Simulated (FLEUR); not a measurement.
# Ge (Fd-3m) in FLEUR: notebook

Runs on Ge. Level: PBE. Tasks: equation of state.

Everything below comes from runs of FLEUR MaX-R8.1 (later development tree). Logs are shortened: lines on timing, memory, paths and dates and some standing lists are left out, and cuts for length are marked.

## Step 1: The structure

The structure is cubic, space group Fd-3m (No. 227). The conventional cell has a = 5.658 Å, b = 5.658 Å, c = 5.658 Å, α = 90.00°, β = 90.00°, γ = 90.00°. Ge (site symmetry -43m) has 4 Ge at 2.45 Å as nearest neighbours.

## Step 2: Equation of state, PBE, 21.28 Å³/atom (volume scaled by 0.94)

The input, inp.xml:

```xml
<?xml version="1.0" encoding="UTF-8" standalone="no"?>
<fleurInput fleurInputVersion="0.39">
   <comment>
      Ge                                                                                                  
   </comment>
   <calculationSetup>
      <cutoffs Kmax="4.0" Gmax="20.0" GmaxXC="20.0" numbands="0"/>
      <scfLoop itmax="60" minDistance="0.00001" maxIterBroyd="15" imix="Anderson" alpha="0.05" precondParam="0.0" spinf="2.0" sdNocoIR="T"/>
      <coreElectrons ctail="T" frcor="F" kcrel="0" coretail_lmax="0"/>
      <xcFunctional name="pbe" relativisticCorrections="F"/>
      <magnetism jspins="1"/>
      <soc l_soc="F" theta="0.0" phi="0.0" spav="F"/>
      <expertModes spex="0" secvar="F"/>
      <geometryOptimization l_f="F" forcealpha="1.0" forcemix="BFGS" epsdisp="0.00001" epsforce="0.00001"/>
      <ldaU l_linMix="F" mixParam="0.05" spinf="1.0"/>
   </calculationSetup>
   <cell>
      <bzIntegration valenceElectrons="44.0" mode="hist" fermiSmearingEnergy="0.00183747">
         <kPointListSelection listName="default-1"/>
         <!-- k-points included here -->
         <xi:include xmlns:xi="http://www.w3.org/2001/XInclude" href="kpts.xml"> </xi:include>
      </bzIntegration>
      <!-- symmetry operations included here -->
      <xi:include xmlns:xi="http://www.w3.org/2001/XInclude" href="sym.xml"> </xi:include>
      <bulkLattice scale="0.9795861087">
         <bravaisMatrix>
            <row-1>    0.0000000000000000     5.3458651311421859     5.3458651311421859</row-1>
            <row-2>    5.3458651311421859     0.0000000000000000     5.3458651311421859</row-2>
            <row-3>    5.3458651311421859     5.3458651311421859     0.0000000000000000</row-3>
         </bravaisMatrix>
      </bulkLattice>
   </cell>
   <atomSpecies>
      <species name="Germanium (Ge)" element="Ge" atomicNumber="32">
         <mtSphere radius="2.08" gridPoints="707" logIncrement="0.017"/>
         <atomicCutoffs lmax="6" lnonsphr="4"/>
         <electronConfig flipSpins="F">
            <coreConfig>(1s1/2) (2s1/2) (2p1/2) (2p3/2)</coreConfig>
            <valenceConfig>(3s1/2) (3p1/2) (3p3/2) (4s1/2) (3d3/2) (3d5/2) (4p1/2) (4p3/2)</valenceConfig>
            <stateOccupation state="(4p1/2)" spinUp="0.333333" spinDown="0.333333"/>
            <stateOccupation state="(4p3/2)" spinUp="0.666667" spinDown="0.666667"/>
         </electronConfig>
         <energyParameters s="4" p="4" d="3" f="4"/>
         <lo type="SCLO" l="0" n="3" eDeriv="0"/>
         <lo type="SCLO" l="1" n="3" eDeriv="0"/>
         <lo type="SCLO" l="1" n="3" eDeriv="1"/>
         <lo type="HELO" l="2" n="4" eDeriv="0"/>
         <lo type="HELO" l="2" n="4" eDeriv="1"/>
         <lo type="SCLO" l="3" n="4" eDeriv="2"/>
      </species>
   </atomSpecies>
   <atomGroups>
      <atomGroup species="Germanium (Ge)">
         <relPos label="                   1">-3.000/8.000 -3.000/8.000 -3.000/8.000</relPos>
         <relPos label="                   2">3.000/8.000 3.000/8.000 3.000/8.000</relPos>
         <force calculate="T" relaxXYZ="TTT"/>
      </atomGroup>
   </atomGroups>
   <output dos="F" band="F" slice="F">
      <checks vchk="F" cdinf="F"/>
      <bandDOS minEnergy="-.5*Htr" maxEnergy="0.5*Htr" sigma="0.015" storeEVData="T"/>
      <vacuumDOS vacdos="F" integ="F" star="F" nstars="0" locx1="0.0" locy1="0.0" locx2="0.0" locy2="0.0" nstm="0" tworkf="0.0"/>
      <unfoldingBand unfoldBand="F" supercellX="1" supercellY="1" supercellZ="1"/>
      <plotting iplot="0" polar="F">
         <plot TwoD="T" vec1="  1.0  0.0  0.0" vec2="  0.0  1.0  0.0" vec3="  0.0  0.0  1.0" zero="  0.0  0.0  0.0" file="plot"/>
      </plotting>
      <chargeDensitySlicing numkpt="0" minEigenval="0.0" maxEigenval="0.0" nnne="0" pallst="F"/>
      <specialOutput eonly="F"/>
      <moessbauerParams electricFieldGradient="T" isomerShift="T" coreHyperfine="T" valenceHyperfine="T"/>
      <magneticCircularDichroism mcd="F" energyLo="-10.0" energyUp="0.0"/>
   </output>
  <!-- We include the file relax.xml here to enable relaxations (see documentation) -->
  <xi:include xmlns:xi="http://www.w3.org/2001/XInclude" href="relax.xml"> <xi:fallback/> </xi:include>
</fleurInput>
```

Potentials or basis: all-electron, FLAPW.

On the command line:

```
$ inpgen -f crystal.txt -profile fast
$ # inp.xml edited to the form shown
$ fleur_MPI
```

Log:

```text
Welcome to FLEUR        (www.flapw.de)
      MaX-Release 8.1          (www.max-centre.eu)

 ========== k-point set info ==========
 Selected k-point list: default-1
 k-point list type: mesh
 8 x 8 x 8
 Number of k points: 29

 ------------Calculation Setup---------------------------
 Number of MPI-tasks      :            1
 Number of PE/node        :            1
 Number of OMP-threads    :            1
 Most efficient MPI parallelization for:
           1          29
 Additional eigenvalue parallelization possible
 Number of basis functions:          415
 Approximate size of matrices (H+S) per k-point:         0.003 GB
 --------------------------------------------------------
 Iteration:     1   Distance:       7.08542052 me/bohr^3
 Iteration:     2   Distance:       6.63031688 me/bohr^3
 Iteration:     3   Distance:       2.52482264 me/bohr^3
 Iteration:     4   Distance:       0.38028016 me/bohr^3
 Iteration:     5   Distance:       0.36490076 me/bohr^3
 Iteration:     6   Distance:       0.04901566 me/bohr^3
 Iteration:     7   Distance:       0.04804464 me/bohr^3
 Iteration:     8   Distance:       0.00804556 me/bohr^3
 Iteration:     9   Distance:       0.00192965 me/bohr^3
 Iteration:    10   Distance:       0.00073083 me/bohr^3
 Iteration:    11   Distance:       0.00008238 me/bohr^3
 Iteration:    12   Distance:       0.00004908 me/bohr^3
 Iteration:    13   Distance:       0.00000254 me/bohr^3

 ********************************************************************
 Run finished successfully
 Stop message:
   all done
 ********************************************************************
```

out.xml (last iteration):

```text
<iteration numberForCurrentRun="   13" overallNumber="   13">
         <energyParameters units="Htr">
            <atomicEP atomType="1" spin="1" branch="4s" branchLowest="-5.76" branchHighest="1.22" value="-0.1555340428"/>
            <atomicEP atomType="1" spin="1" branch="4p" branchLowest="-3.81" branchHighest="1.95" value="0.0452149379"/>
            <atomicEP atomType="1" spin="1" branch="3d" branchLowest="-9.99" branchHighest="-0.61" value="-0.6429541961"/>
            <atomicEP atomType="1" spin="1" branch="4f" branchLowest="-9.99" branchHighest="3.90" value="0.3964112054"/>
            <loAtomicEP atomType="1" spin="1" branch="3s" branchLowest="-49.97" branchHighest="-5.76" value="-5.7621716467"/>
            <loAtomicEP atomType="1" spin="1" branch="3p" branchLowest="-43.60" branchHighest="-3.81" value="-3.8212081182"/>
            <loAtomicEP atomType="1" spin="1" branch="3p" branchLowest="-43.60" branchHighest="-3.81" value="-3.8212081182"/>
            <heloAtomicEP atomType="1" spin="1" branch="4d" branchLowest="2.31" branchHighest="2.31" value="2.3128364574"/>
            <heloAtomicEP atomType="1" spin="1" branch="4d" branchLowest="2.31" branchHighest="2.31" value="2.3128364574"/>
            <loAtomicEP atomType="1" spin="1" branch="4f" branchLowest="-9.99" branchHighest="3.90" value="0.3964146268"/>
         </energyParameters>
         <eigenvalues>
            <eigenvaluesAt spin="1" ikpt="1" k_x="0.00000000" k_y="0.00000000" k_z="0.00000000">
                      -5.7622267511       -5.7621068312       -3.8193045439       -3.8193045439       -3.8193045439
                      -3.8188799501       -3.8188799501       -3.8188799501       -0.6562414906       -0.6562414906
                      -0.6562414906       -0.6547647891       -0.6547647891       -0.6457306479       -0.6457306479
                      -0.6457306479       -0.6450251056       -0.6450251056       -0.2274113916        0.2599744433
                       0.2599744433        0.2599744433        0.2828725838        0.3544861936        0.3544861936
                       0.3544861936        0.5020087260        0.6125929353        0.6125929353        0.6616047228
                       0.6616047228        0.6616047228        0.7793773187        1.2315870602
            </eigenvaluesAt>
            <eigenvaluesAt spin="1" ikpt="2" k_x="0.00000000" k_y="0.00000000" k_z="0.12500000">
                      -5.7622230263       -5.7621090216       -3.8192993275       -3.8192993275       -3.8192899190
                      -3.8188823414       -3.8188749781       -3.8188749781       -0.6565840772       -0.6565840772
                      -0.6560876002       -0.6541638688       -0.6541638688       -0.6461474805       -0.6461474805
                      -0.6457729043       -0.6445841853       -0.6445841853       -0.2199920353        0.1758470618
                       0.2465656588        0.2465656588        0.3091230314        0.3722249251        0.3722249251
                       0.3962177761        0.5377481553        0.5775662865        0.5775662865        0.6362103928
                       0.7241572375        0.7241572375        0.8333180894        1.0939773223
            </eigenvaluesAt>
            <eigenvaluesAt spin="1" ikpt="3" k_x="0.00000000" k_y="0.00000000" k_z="0.25000000">
                      -5.7622134897       -5.7621183528       -3.8193097919       -3.8193097919       -3.8192713770
                      -3.8188997575       -3.8188609019       -3.8188609019       -0.6569528158       -0.6569528158
                      -0.6558561347       -0.6534131608       -0.6534131608       -0.6467045782       -0.6467045782
                      -0.6461027423       -0.6441326538       -0.6441326538       -0.1984026447        0.0831584819
                       0.2250329017        0.2250329017        0.2927894266        0.3961765779        0.3961765779
                       0.4809965523        0.5590498400        0.5686228226        0.5686228226        0.6731837163
                       0.8254867385        0.8254867385        0.9371487938        0.9495954096
            </eigenvaluesAt>
            <eigenvaluesAt spin="1" ikpt="4" k_x="0.00000000" k_y="0.00000000" k_z="0.37500000">
                      -5.7622017971       -5.7621297970       -3.8193184184       -3.8193184184       -3.8192515404
                      -3.8189138555       -3.8188488750       -3.8188488750       -0.6571383242       -0.6571383242
                      -0.6555734090       -0.6529579318       -0.6529579318       -0.6469322351       -0.6469322351
                      -0.6464236556       -0.6438674275       -0.6438674275       -0.1664871944        0.0064418535
                       0.2099193161        0.2099193161        0.2789337978        0.4003378198        0.4003378198
                       0.5294306184        0.5816676352        0.6155581116        0.6155581116        0.7500373361
                       0.8187214827        0.8187214827        0.8997623448        0.9494104575
            </eigenvaluesAt>
         </eigenvalues>
         <bandgap value="0.3837947047" units="eV"/>
         <sumValenceSingleParticleEnergies value="-81.5293163683" units="Htr"/>
         <FermiEnergy value="0.2664961639" units="Htr"/>
         <valenceDensity>
            <mtCharges spin="1">
               <mtCharge atomType="1" total="19.8217708" s="2.9114416" p="6.9608755" d="9.9427408" f="0.0053909"/>
            </mtCharges>
            <spinDependentCharge spin="1" total="44.0000000" interstitial="4.3564584" mtSpheres="39.6435416"/>
            <totalCharge value="44.0000000000"/>
         </valenceDensity>
         <coreStates atomType="     1" atomicNumber=" 32" spin="1" kinEnergy="   1818.6031841227" eigValSum="  -1166.2010826477" lostElectrons=" 0.000000">
            <state n="1" l="0" j="0.5" energy="-402.2779186528" weight="1.0000000000"/>
            <state n="2" l="0" j="0.5" energy="-49.9688487719" weight="1.0000000000"/>
            <state n="2" l="1" j="0.5" energy="-44.3988515136" weight="1.0000000000"/>
            <state n="2" l="1" j="1.5" energy="-43.2274611928" weight="2.0000000000"/>
         </coreStates>
         <allElectronCharges>
            <spinDependentCharge spin="1" total="64.0000000" interstitial="4.3564584" mtSpheres="59.6435416"/>
            <totalCharge value="64.0000000005"/>
         </allElectronCharges>
         <moessbauerParams unitsHFF="kG" unitsIS="e/bohr^3" unitsEFG="Htr/bohr^2">
            <coreIsomerShift atomType="1" isTotal="31457.10330">
               <shell n="1" l="0" isomerShift="28559.17307"/>
               <shell n="2" l="0" isomerShift="2872.69647"/>
               <shell n="2" l="1" isomerShift="25.23376"/>
            </coreIsomerShift>
            <isomerShift atomType="1" nucleusRadius="0.0000986" averageDensity="31924.96471"/>
            <electricFieldGradient atomType="1" VXX="0.00000" VYY="0.00000" VZZ="0.00000" asymParam="0.00000">
            </electricFieldGradient>
         </moessbauerParams>
         <totalEnergy                                    value="    -4198.1587287465" units="Htr">
            <sumOfEigenvalues                            value="    -2413.9314816637">
               <coreElectrons value="-2332.4021652954"/>
               <valenceElectrons value="-81.5293163683"/>
            </sumOfEigenvalues>
            <densityCoulombPotentialIntegral value="-6492.5045663400"/>
            <densityEffectivePotentialIntegral value="-6700.0480066104"/>
            <chargeDenXCDenIntegral value="-159.5566487346"/>
            <FockExchangeEnergyValence value="0.0000000000"/>
            <FockExchangeEnergyCore value="0.0000000000"/>
            <atomTypeDependentContributions atomType="1">
               <electronNucleiInteractionDifferentMTs value="5042.6119960831"/>
               <MadelungTerm value="-35.8543257054"/>
            </atomTypeDependentContributions>
            <tkbTimesEntropy value="0.0000061807"/>
            <freeEnergy value="-4198.1587349272"/>
            <extrapolationTo0K value="-4198.1587318368"/>
         </totalEnergy>
         <densityConvergence units="me/bohr^3">
            <chargeDensity spin="1" distance="0.0000025375"/>
         </densityConvergence>
      </iteration>
```

It took 20 s on 1 thread of Intel Xeon Platinum 8488C (Sapphire Rapids), shared host; peak memory 0.08 GiB.

Results:

| Item | Value |
| --- | --- |
| Free energy | -114237.7189 eV |
| Band gap on the k mesh | 0.38 eV, indirect (least direct gap 0.62 eV) |
| Valence electrons inside the program's atomic spheres | Ge 19.82 (radii Ge 2.08 bohr) |

Caveat: the plane-wave cutoff is short for the semicore states, which can make moduli rough.

## Step 3: Equation of state, PBE, 21.73 Å³/atom (volume scaled by 0.96)

Edit inp.xml of step 2 so:

```diff
@@ -24,3 +24,3 @@
       <xi:include xmlns:xi="http://www.w3.org/2001/XInclude" href="sym.xml"> </xi:include>
-      <bulkLattice scale="0.9795861087">
+      <bulkLattice scale="0.9864848297">
          <bravaisMatrix>
```

Potentials or basis: all-electron, FLAPW.

On the command line:

```
$ inpgen -f crystal.txt -profile fast
$ # inp.xml edited to the form shown
$ fleur_MPI
```

It took 20 s on 1 thread of Intel Xeon Platinum 8488C (Sapphire Rapids), shared host; peak memory 0.09 GiB.

It converged, with:

```yaml
Free_energy: -114237.7629 eV
Band_gap_on_the_k_mesh: 0.32 eV, indirect (least direct gap 0.42 eV)
Valence_electrons_inside_the_program's_atomic_spheres: Ge 19.80 (radii Ge 2.08 bohr)
```

Caveat: the plane-wave cutoff is short for the semicore states, which can make moduli rough.

## Step 4: Equation of state, PBE, 22.64 Å³/atom

Edit inp.xml of step 3 so:

```diff
@@ -24,3 +24,3 @@
       <xi:include xmlns:xi="http://www.w3.org/2001/XInclude" href="sym.xml"> </xi:include>
-      <bulkLattice scale="0.9864848297">
+      <bulkLattice scale="1.0000000000">
          <bravaisMatrix>
```

On the command line:

```
$ inpgen -f crystal.txt -profile fast
$ # inp.xml edited to the form shown
$ fleur_MPI
```

Wall time 23 s (1 thread of Intel Xeon Platinum 8488C (Sapphire Rapids), shared host); peak memory 0.09 GiB.

Results (log left out):

```yaml
Free_energy: -114237.8247 eV
Band_gap_on_the_k_mesh: none (metal or under the smearing width)
Valence_electrons_inside_the_program's_atomic_spheres: Ge 19.77 (radii Ge 2.08 bohr)
```

Caveat: the plane-wave cutoff is short for the semicore states, which can make moduli rough.

## Step 5: Equation of state, PBE, 23.54 Å³/atom (volume scaled by 1.04)

Edit inp.xml of step 4 so:

```diff
@@ -24,3 +24,3 @@
       <xi:include xmlns:xi="http://www.w3.org/2001/XInclude" href="sym.xml"> </xi:include>
-      <bulkLattice scale="1.0000000000">
+      <bulkLattice scale="1.0131594038">
          <bravaisMatrix>
```

On the command line:

```
$ inpgen -f crystal.txt -profile fast
$ # inp.xml edited to the form shown
$ fleur_MPI
```

Wall time 23 s (1 thread of Intel Xeon Platinum 8488C (Sapphire Rapids), shared host); peak memory 0.09 GiB.

The run converged. Its results:

```
Free energy                                           : -114237.8486 eV
Band gap on the k mesh                                : none (metal or under the smearing width)
Valence electrons inside the program's atomic spheres : Ge 19.75 (radii Ge 2.08 bohr)
```

Caveat: the plane-wave cutoff is short for the semicore states, which can make moduli rough.

## Step 6: Equation of state, PBE, 24.00 Å³/atom (volume scaled by 1.06)

Edit inp.xml of step 5 so:

```diff
@@ -24,3 +24,3 @@
       <xi:include xmlns:xi="http://www.w3.org/2001/XInclude" href="sym.xml"> </xi:include>
-      <bulkLattice scale="1.0131594038">
+      <bulkLattice scale="1.0196128224">
          <bravaisMatrix>
```

Potentials or basis: all-electron, FLAPW.

On the command line:

```
$ inpgen -f crystal.txt -profile fast
$ # inp.xml edited to the form shown
$ fleur_MPI
```

Run time: 24 s. Hardware: 1 thread of Intel Xeon Platinum 8488C (Sapphire Rapids), shared host; peak memory 0.09 GiB.

Results (log left out):

```
Free energy                                           : -114237.8511 eV
Band gap on the k mesh                                : none (metal or under the smearing width)
Valence electrons inside the program's atomic spheres : Ge 19.74 (radii Ge 2.08 bohr)
```

Caveat: the plane-wave cutoff is short for the semicore states, which can make moduli rough.

## Step 7: Equation of state, PBE

No new run: the results of the series are fitted here.

What came out:

- Equilibrium volume: 23.86 Å³/atom (rough: see the caveat)
- Bulk modulus: 65 GPa (rough)

Energy against volume, from the lowest point:
| volume (Å³/atom) | energy (meV/atom) |
| --- | --- |
| 21.281 | 66.11 |
| 21.733 | 44.08 |
| 22.639 | 13.20 |
| 23.545 | 1.27 |
| 23.997 | 0.00 |

Caveat: the fit is doubtful: noisy points or a state that changes with volume; small basis for a fit; the plane-wave cutoff is short for the semicore states, which can make moduli rough.
